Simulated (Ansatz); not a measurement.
The calculation used DFT PBE, scalar-relativistic, plane waves, PAW (Ansatz 0.2.0). Settings: cutoff 420 eV, Γ-centred meshes spaced at most about 0.3 Å⁻¹, and about 0.25 Å⁻¹ or finer for metals (2π included), Gaussian smearing. Collinear spin in cells that started with moments and kept them past the coarse steps, no spin elsewhere.

Temperature and zero-point effects are left out.

Two relaxed structures of Ti3Al:

A. (no spin)

```
Ti Al
1.0
     2.93001    0.00000    0.00000
    -1.46501    2.53746    0.00000
     0.00000    0.00000    9.23206
Ti Al
3 1
Direct
  0.66667 0.33333 0.00000
  0.33333 0.66667 0.75046
  0.33333 0.66667 0.24954
  0.66667 0.33333 0.50000
```

B. (site moments Ti 0.2 (×2), 1.0 μB)

```
Ti Al
1.0
     0.00000    3.23061    3.23061
     3.23061    0.00000    3.23061
     3.23061    3.23061    0.00000
Ti Al
3 1
Direct
  0.75000 0.75000 0.75000
  0.25000 0.25000 0.25000
  0.00000 0.00000 0.00000
  0.50000 0.50000 0.50000
```

Problem. Which form is favoured at zero pressure, and by what margin per atom?

Solution. B is lower, by 30 meV/atom. A has Ti and Al ordered on hcp sites, space group P-6m2 (No. 187), 17.2 Å³/atom and no gap on its mesh; B has the BiF3 (D0_3) type, space group Fm-3m (No. 225), 16.9 Å³/atom and no gap. Counting all near atoms (those within 1.25 times the shortest distance at each site; a plus sign parts nearer from farther groups), A has Ti 12, Al 12 and B has Ti 8+6, Al 8+6. Their magnetic states differ too, which can make part of the margin. Origin: A is a Materials Project cell, relaxed; B is a Materials Project cell, relaxed. A third cell relaxed alike, in P6_3/mmc (a cell as deposited in COD), lies 121 meV/atom below the lower of the two.

The magnetic state reached may not be the lowest. Some candidate types were left out of the draw beforehand, so a known form may be missing.
